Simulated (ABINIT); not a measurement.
# Mg (P6_3/mmc) in ABINIT: notebook

One crystal, Mg, is run at these levels: revPBE, LDA-PZ, PBE, PBEsol; tasks: relaxation of cell and atoms, single point.

Program: ABINIT 10.8.3 (patched build). These are calculated values, not measurements. Logs are shortened: lines on timing, memory, paths and dates and some standing lists are left out, and cuts for length are marked. The log counts tension as positive stress, the text compression.

## (1) The structure

Symmetry: P6_3/mmc, No. 194, hexagonal system. The conventional cell has a = 3.209 Å, b = 3.209 Å, c = 5.210 Å, α = 90.00°, β = 90.00°, γ = 120.00°. Around Mg (site symmetry -6m2) lie 12 Mg at 3.20 to 3.21 Å.

## (2) Relaxation of cell and atoms, revPBE, target pressure 1 GPa, at which the enthalpy is minimised

Input file run.abi:

```
# Pseudopotentials
pp_dirpath "./"
pseudos "Mg.GGA_PBE-JTH.xml"

# Structure
acell 3*1.0
rprim
     6.0646980518     0.0000000000     0.0000000000
    -3.0323490259     5.2521825792     0.0000000000
     0.0000000000     0.0000000000     9.8460400271
ntypat 1
znucl 12
natom 2
typat 1 1
xcart
     3.0323490262     1.7507275262     7.3845300204
    -0.0000000003     3.5014550530     2.4615100068
chkprim 0
chksymtnons 0
tolsym 1.0e-6

# Plane-wave basis
ecut 19.0
pawecutdg 38.0

# k points
kptopt 1
ngkpt 10 10 5
nshiftk 1
shiftk 0.0 0.0 0.0

# Exchange and correlation
ixc 14

# Bands and occupations
nband 14
occopt 3
tsmear 0.00183747

# SCF cycle
nstep 100
tolvrs 1.0e-9

# Output
iomode 3
prtwf 0
prtden 0
prteig 0
prtebands 0
enunit 2

# Relaxation
ionmov 2
ntime 60
tolmxf 0.0005
optcell 2
dilatmx 1.08
ecutsm 0.5
strtarget 3*-3.398931e-05 3*0.0
```

Potentials or basis: JTH PAW PBE v2.0.

Launch:

```sh
$ abinit run.abi > log 2>&1
```

run.abo:

```text
.Version 10.8.3 of ABINIT
 Symmetries : space group P6_3/m m c (#194); Bravais hP (primitive hexag.)
================================================================================
 Values of the parameters that define the memory need of the present run
     intxc =       0    ionmov =       2      iscf =      17    lmnmax =       8
     lnmax =       4     mgfft =      45  mpssoang =       2    mqgrid =    3001
     natom =       2  nloc_mem =       2    nspden =       1   nspinor =       1
    nsppol =       1      nsym =      24    n1xccc =       1    ntypat =       1
    occopt =       3   xclevel =       2
       mpw =        1584          nfft =       32805          nkpt =          42
 PAW method is used; the additional fine FFT grid is defined by:
   mgfftf=        60    nfftf =     96000
================================================================================
================================================================================

--------------------------------------------------------------------------------
------------- Echo of variables that govern the present computation ------------
--------------------------------------------------------------------------------
 -outvars: echo values of preprocessed input variables --------
            acell      1.0000000000E+00  1.0000000000E+00  1.0000000000E+00 Bohr
              amu      2.43050000E+01
          chkprim           0
      chksymtnons           0
          dilatmx      1.08000000E+00
             ecut      1.90000000E+01 Hartree
           ecutsm      5.00000000E-01 Hartree
           enunit           2
           ionmov           2
              ixc          14
         kptrlatt       10    0    0      0   10    0      0    0    5
          kptrlen      4.92302001E+01
            natom           2
            nband          14
            ngfft          27      27      45
          ngfftdg          40      40      60
             nkpt          42
            nstep         100
             nsym          24
            ntime          60
           ntypat           1
           occopt           3
          optcell           2
        pawecutdg      3.80000000E+01 Hartree
         pawxcdev           0
           prtden           0
        prtebands           0
           prteig           0
            prtwf           0
            rprim      6.0646980518E+00  0.0000000000E+00  0.0000000000E+00
                      -3.0323490259E+00  5.2521825792E+00  0.0000000000E+00
                       0.0000000000E+00  0.0000000000E+00  9.8460400271E+00
          spgroup         194
        strtarget     -3.39893100E-05 -3.39893100E-05 -3.39893100E-05
                       0.00000000E+00  0.00000000E+00  0.00000000E+00
           tolmxf      5.00000000E-04
           tolsym      1.00000000E-06
           tolvrs      1.00000000E-09
           tsmear      1.83747000E-03 Hartree
[... 854 lines left out ...]
    1     -0.00000000000000     0.00000000000000    -0.00000000000000
    2      0.00000000000000    -0.00000000000000    -0.00000000000000
 frms,max,avg= 3.1023974E-28 5.3308686E-28   0.000E+00  0.000E+00  0.000E+00 h/b

 cartesian forces (eV/Angstrom) at end:
    1     -0.00000000000000     0.00000000000000    -0.00000000000000
    2      0.00000000000000    -0.00000000000000    -0.00000000000000
 frms,max,avg= 1.5953169E-26 2.7412429E-26   0.000E+00  0.000E+00  0.000E+00 e/A
 length scales=  5.978254385695  5.978254385745 10.004060990456 bohr
              =  3.163555979744  3.163555979771  5.293921089042 angstroms
 Fermi (or HOMO) energy (hartree) =   0.16400   Average Vxc (hartree)=  -0.30284
 Eigenvalues (hartree) for nkpt=  42  k points:
 kpt#   1, nband= 14, wtk=  0.00200, kpt=  0.0000  0.0000  0.0000 (reduced coord)
  -2.63449   -2.63440   -1.40816   -1.40704   -1.40701   -1.40701   -1.40685   -1.40685
  -0.09256    0.09420    0.10714    0.57578    0.57578    0.58489
      occupation numbers for kpt#   1
   2.00000    2.00000    2.00000    2.00000    2.00000    2.00000    2.00000    2.00000
   2.00000    2.00000    2.00000    0.00000    0.00000    0.00000
 prteigrs : prtvol=0 or 1, do not print more k-points.

 Fermi (or HOMO) energy (eV) =   4.46279   Average Vxc (eV)=  -8.24083
 Eigenvalues (   eV  ) for nkpt=  42  k points:
 kpt#   1, nband= 14, wtk=  0.00200, kpt=  0.0000  0.0000  0.0000 (reduced coord)
 -71.68805  -71.68555  -38.31796  -38.28763  -38.28668  -38.28668  -38.28246  -38.28246
  -2.51860    2.56330    2.91546   15.66785   15.66785   15.91577
 prteigrs : prtvol=0 or 1, do not print more k-points.

--- !EnergyTerms
iteration_state     : {dtset: 1, itime: 8, icycle: 1, }
comment             : Components of total free energy in Hartree
kinetic             :  6.89110113661897E+00
hartree             :  3.03633755105053E+01
xc                  : -2.37617348458623E+00
Ewald energy        : -5.37833491989275E+01
psp_core            :  1.49851000910606E+00
local_psp           : -9.14262489871480E+01
PAW spherical_terms : -1.82549682754793E+01
internal            : -1.27087753289911E+02
'-kT*entropy'       : -3.02594034132137E-04
total_energy        : -1.27088055883945E+02
total_energy_eV     : -3.45824217590884E+03
...

--- !EnergyTermsDC
iteration_state     : {dtset: 1, itime: 8, icycle: 1, }
comment             : '"Double-counting" decomposition of free energy'
band_energy         : -2.71809201000617E+01
Ewald energy        : -5.37833491989275E+01
psp_core            :  1.49851000910606E+00
xc_dc               : -2.96759672199975E+01
PAW spherical_terms : -1.79460280049373E+01
internal            : -1.27087754514818E+02
'-kT*entropy'       : -3.02594034132137E-04
total_energy_dc     : -1.27088057108852E+02
total_energy_dc_eV  : -3.45824220924027E+03
...

--- !EnergyTermsWithPAWCore
iteration_state     : {dtset: 1, itime: 8, icycle: 1, }
comment             : 'Components of total free energy, including PAW core contributions'
Total energy        : -4.00818547555973E+02
Total energy DC     : -4.00818548780881E+02
Total energy (eV)   : -1.09068283120987E+04
Total energy DC (eV): -1.09068283454301E+04
...

 Cartesian components of stress tensor (hartree/bohr^3)
  sigma(1 1)= -3.83812775E-05  sigma(3 2)=  0.00000000E+00
  sigma(2 2)= -3.83812776E-05  sigma(3 1)=  0.00000000E+00
  sigma(3 3)= -3.49666006E-05  sigma(2 1)=  0.00000000E+00

-Cartesian components of stress tensor (GPa)         [Pressure=  1.0957E+00 GPa]
- sigma(1 1)= -1.12921617E+00  sigma(3 2)=  0.00000000E+00
- sigma(2 2)= -1.12921617E+00  sigma(3 1)=  0.00000000E+00
- sigma(3 3)= -1.02875291E+00  sigma(2 1)=  0.00000000E+00

== END DATASET(S) ==============================================================
================================================================================

 -outvars: echo values of variables after computation  --------
            acell      5.9782543857E+00  5.9782543857E+00  1.0004060990E+01 Bohr
           etotal     -1.2708805711E+02
            fcart     -6.7560989783E-29  5.3308686038E-28 -0.0000000000E+00
                       6.7560989783E-29 -5.3308686038E-28 -0.0000000000E+00
            rprim      1.0000000000E+00  0.0000000000E+00  0.0000000000E+00
                      -5.0000000000E-01  8.6602540379E-01  0.0000000000E+00
                       0.0000000000E+00  0.0000000000E+00  1.0000000000E+00
           strten     -3.8381277513E-05 -3.8381277621E-05 -3.4966600597E-05
                       0.0000000000E+00  0.0000000000E+00  0.0000000000E+00
           xangst      1.5817779899E+00  9.1323994826E-01  3.9704408168E+00
                       8.2080319241E-16  1.8264798965E+00  1.3234802723E+00
             xred      6.6666666667E-01  3.3333333333E-01  7.5000000001E-01
                       3.3333333333E-01  6.6666666667E-01  2.5000000001E-01
 Calculation completed.
```

Run time: 1.8 min. Hardware: 1 thread of Intel Xeon Platinum 8488C (Sapphire Rapids), shared host; peak memory 0.12 GiB.

What came out:

* Free energy: -3458.2422 eV
* Relaxed volume: 22.94 Å³/atom
* Relaxed cell: a = 3.164 Å, b = 3.164 Å, c = 5.294 Å, α = 90.00°, β = 90.00°, γ = 120.00°
* Space group after relaxing (to 0.05 Å): P6_3/mmc (No. 194)
* Energy change on relaxing (the enthalpy is what falls): -0.9 meV/atom
* Ionic steps: 8
* Pressure after relaxing: 1.1 GPa
* Band gap on the k mesh: none (metal or under the smearing width)
* Valence electrons inside the program's atomic spheres: Mg 8.21 (radii [1.0063] Å)

The path:
```tsv
step	energy change (eV)	largest force (eV/Å)	pressure (GPa)	volume (Å³)
1	0.0000	0.0000	0.58	46.47
2	0.0000	0.0000	0.63	46.42
3	0.0078	0.0000	1.99	44.90
4	0.0005	0.0000	1.21	45.73
5	0.0010	0.0000	1.34	45.58
6	0.0010	0.0000	1.38	45.55
7	0.0000	0.0000	1.30	45.65
8	-0.0017	0.0000	1.10	45.88
```

Final structure:
```yaml
crystal:
  lattice:
    - [3.16356, 0.00000, 0.00000]
    - [-1.58178, 2.73972, 0.00000]
    - [0.00000, 0.00000, 5.29392]
  atoms:
    - { symbol: Mg, position: [0.66667, 0.33333, 0.75000] }
    - { symbol: Mg, position: [0.33333, 0.66667, 0.25000] }
```

Caveat: the PAW data sets were made with another functional, which shifts forces and pressure a little.

## (3) Relaxation of cell and atoms, LDA-PZ

Input file run.abi:

```
# Pseudopotentials
pp_dirpath "./"
pseudos "Mg.LDA_PW-JTH.xml"

# Structure
acell 3*1.0 Angstrom
rprim
     3.2093000000     0.0000000000     0.0000000000
    -1.6046500000     2.7793353284     0.0000000000
     0.0000000000     0.0000000000     5.2103000000
ntypat 1
znucl 12
natom 2
typat 1 1
xcart
     3.0323490262     1.7507275262     7.3845300204
    -0.0000000003     3.5014550530     2.4615100068
chkprim 0
chksymtnons 0
tolsym 1.0e-6

# Plane-wave basis
ecut 408.170794 eV
pawecutdg 30.0

# k points
kptopt 1
ngkpt 10 10 5
nshiftk 1
shiftk 0.0 0.0 0.0

# Exchange and correlation
ixc 2

# Bands and occupations
nband 14
occopt 3
tsmear 0.00183747

# SCF cycle
nstep 100
tolvrs 1.0e-9

# Output
iomode 3
prtwf 0
prtden 0
prteig 0
prtebands 0
enunit 1

# Relaxation
ionmov 2
ntime 60
tolmxf 0.0002
optcell 2
dilatmx 1.08
ecutsm 0.5
```

Potentials or basis: JTH PAW LDA v2.0.

Launch:

```sh
$ abinit run.abi > log 2>&1
```

run.abo:

```text
.Version 10.8.3 of ABINIT
 Symmetries : space group P6_3/m m c (#194); Bravais hP (primitive hexag.)
================================================================================
 Values of the parameters that define the memory need of the present run
     intxc =       0    ionmov =       2      iscf =      17    lmnmax =       8
     lnmax =       4     mgfft =      40  mpssoang =       2    mqgrid =    3001
     natom =       2  nloc_mem =       2    nspden =       1   nspinor =       1
    nsppol =       1      nsym =      24    n1xccc =       1    ntypat =       1
    occopt =       3   xclevel =       1
       mpw =        1106          nfft =       23040          nkpt =          42
 PAW method is used; the additional fine FFT grid is defined by:
   mgfftf=        54    nfftf =     69984
================================================================================
================================================================================

--------------------------------------------------------------------------------
------------- Echo of variables that govern the present computation ------------
--------------------------------------------------------------------------------
 -outvars: echo values of preprocessed input variables --------
            acell      1.8897261259E+00  1.8897261259E+00  1.8897261259E+00 Bohr
              amu      2.43050000E+01
          chkprim           0
      chksymtnons           0
          dilatmx      1.08000000E+00
             ecut      1.50000000E+01 Hartree
           ecutsm      5.00000000E-01 Hartree
           enunit           1
           ionmov           2
              ixc           2
         kptrlatt       10    0    0      0   10    0      0    0    5
          kptrlen      4.92302002E+01
            natom           2
            nband          14
            ngfft          24      24      40
          ngfftdg          36      36      54
             nkpt          42
            nstep         100
             nsym          24
            ntime          60
           ntypat           1
           occopt           3
          optcell           2
        pawecutdg      3.00000000E+01 Hartree
           prtden           0
        prtebands           0
           prteig           0
            prtwf           0
            rprim      3.2093000000E+00  0.0000000000E+00  0.0000000000E+00
                      -1.6046500000E+00  2.7793353284E+00  0.0000000000E+00
[... 867 lines left out ...]
 length scales=  5.872056698978  5.872056699032  9.811837869767 bohr
              =  3.107358584121  3.107358584150  5.192200994233 angstroms
 Fermi (or HOMO) energy (eV) =   4.69285   Average Vxc (eV)=  -8.61583
 Eigenvalues (   eV  ) for nkpt=  42  k points:
 kpt#   1, nband= 14, wtk=  0.00200, kpt=  0.0000  0.0000  0.0000 (reduced coord)
 -70.54738  -70.54410  -37.97839  -37.93950  -37.93950  -37.93886  -37.93407  -37.93407
  -2.51556    2.76439    3.09670   16.18299   16.18299   16.42384
 prteigrs : prtvol=0 or 1, do not print more k-points.

--- !EnergyTerms
iteration_state     : {dtset: 1, itime: 8, icycle: 1, }
comment             : Components of total free energy in Hartree
kinetic             :  6.95653332166867E+00
hartree             :  2.97660240674096E+01
xc                  : -2.36108801556395E+00
Ewald energy        : -5.47835400340546E+01
psp_core            :  1.48332131089797E+00
local_psp           : -9.11109845163682E+01
PAW spherical_terms : -1.69197041369614E+01
internal            : -1.26969438002972E+02
'-kT*entropy'       : -3.08649316461398E-04
total_energy        : -1.26969746652288E+02
total_energy_eV     : -3.45502281770977E+03
...

--- !EnergyTermsDC
iteration_state     : {dtset: 1, itime: 8, icycle: 1, }
comment             : '"Double-counting" decomposition of free energy'
band_energy         : -2.68395312331734E+01
Ewald energy        : -5.47835400340546E+01
psp_core            :  1.48332131089797E+00
xc_dc               : -2.90459951968423E+01
PAW spherical_terms : -1.77836989531843E+01
internal            : -1.26969444106357E+02
'-kT*entropy'       : -3.08649316461398E-04
total_energy_dc     : -1.26969752755673E+02
total_energy_dc_eV  : -3.45502298379133E+03
...

--- !EnergyTermsWithPAWCore
iteration_state     : {dtset: 1, itime: 8, icycle: 1, }
comment             : 'Components of total free energy, including PAW core contributions'
Total energy        : -3.99033364775412E+02
Total energy DC     : -3.99033370878797E+02
Total energy (eV)   : -1.08582510139372E+04
Total energy DC (eV): -1.08582511800187E+04
...

 Cartesian components of stress tensor (hartree/bohr^3)
  sigma(1 1)=  6.81824987E-08  sigma(3 2)=  0.00000000E+00
  sigma(2 2)=  6.81823727E-08  sigma(3 1)=  0.00000000E+00
  sigma(3 3)=  1.46659895E-07  sigma(2 1)=  0.00000000E+00

-Cartesian components of stress tensor (GPa)         [Pressure= -2.7756E-03 GPa]
- sigma(1 1)=  2.00599837E-03  sigma(3 2)=  0.00000000E+00
- sigma(2 2)=  2.00599466E-03  sigma(3 1)=  0.00000000E+00
- sigma(3 3)=  4.31488307E-03  sigma(2 1)=  0.00000000E+00

== END DATASET(S) ==============================================================
================================================================================

 -outvars: echo values of variables after computation  --------
            acell      5.8720566990E+00  5.8720566990E+00  9.8118378698E+00 Bohr
           etotal     -1.2696975276E+02
            fcart      6.8782848017E-29 -1.3237265273E-29 -0.0000000000E+00
                      -6.8782848017E-29  1.3237265273E-29 -0.0000000000E+00
            rprim      1.0000000000E+00  0.0000000000E+00  0.0000000000E+00
                      -5.0000000000E-01  8.6602540379E-01  0.0000000000E+00
                       0.0000000000E+00  0.0000000000E+00  1.0000000000E+00
           strten      6.8182498712E-08  6.8182372657E-08  1.4665989451E-07
                       0.0000000000E+00  0.0000000000E+00  0.0000000000E+00
           xangst      1.5536792915E+00  8.9701715661E-01  3.8941507439E+00
                      -5.2208319139E-10  1.7940343141E+00  1.2980502468E+00
             xred      6.6666666633E-01  3.3333333300E-01  7.4999999966E-01
                       3.3333333300E-01  6.6666666633E-01  2.4999999966E-01
 Calculation completed.
```

Run time: 66 s. Hardware: 1 thread of Intel Xeon Platinum 8488C (Sapphire Rapids), shared host; peak memory 0.1 GiB.

Results:

* Free energy: -3455.0230 eV
* Band gap on the k mesh: none (metal or under the smearing width)
* Valence electrons inside the program's atomic spheres: Mg 8.24 (radii [1.0063] Å)

Levels at points of the mesh, in eV from the Fermi level:
| k point | band 7 | band 8 | band 9 | band 10 | band 11 | band 12 | band 13 | band 14 |
| --- | --- | --- | --- | --- | --- | --- | --- | --- |
| (0.00, 0.00, 0.00) | -42.63 | -42.63 | -7.21 | -1.93 | -1.60 | 11.49 | 11.49 | 11.73 |
| (0.50, 0.00, 0.00) | -42.64 | -42.63 | -2.18 | -2.13 | 2.66 | 2.98 | 3.15 | 3.64 |

Caveat: the cutoff is too short for stress, so the log's stress isn't used.

[end of part 1 of 2]
